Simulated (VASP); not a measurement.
## Si: relaxation of cell and atoms with LDA

The system is Si.

```xyz
2
Lattice="0.0000 2.7015 2.7015 2.7015 0.0000 2.7015 2.7015 2.7015 0.0000" Properties=species:S:1:pos:R:3 pbc="T T T"
Si    4.0522    4.0522    4.0522
Si    2.7015    2.7015    2.7015
```

| Quantity | Value |
| --- | --- |
| Program | VASP 6.6.1 |
| Task | relaxation of cell and atoms |
| Functional | LDA |
| Potentials or basis | VASP PAW LDA potentials, release 64 (Si) |
| Cutoff | 600 eV |
| k mesh | 10 × 10 × 10 |
| Occupations | gaussian, width 0.03 eV |
| Spin | no spin polarisation |
| Further INCAR settings | ALGO = Normal; EDIFF = 1e-07; IBRION = 2; EDIFFG = -0.005; NSW = 90; ISIF = 3 |

* Pressure after relaxing: 0.0 GPa
* Band gap on the k mesh: 0.45 eV, indirect (least direct gap 2.53 eV)

Final structure:
```xyz
2
Lattice="0.0000 2.7015 2.7015 2.7015 0.0000 2.7015 2.7015 2.7015 0.0000" Properties=species:S:1:pos:R:3 pbc="T T T"
Si    4.0522    4.0522    4.0522
Si    2.7015    2.7015    2.7015
```

Levels at points of the mesh, in eV from the valence-band top:
```tsv
k point	band 2	band 3	band 4	band 5	band 6	band 7
(0.00, 0.00, 0.00)	0.00	0.00	0.00	2.53	2.53	2.53
(0.50, 0.00, 0.00)	-7.06	-1.21	-1.21	1.48	3.29	3.29
(0.50, 0.50, 0.00)	-7.86	-2.89	-2.89	0.58	0.58	10.11
```

It took 11 s on 1 thread of Intel(R) Xeon(R) Platinum 8259CL CPU @ 2.50GHz (Skylake/Cascade Lake), with other jobs on the host, peak memory 0.15 GiB.

Caveat: the relaxation stopped at its first step, so nothing moved. A hybrid or GW would open this gap; LDA tends to underestimate it.
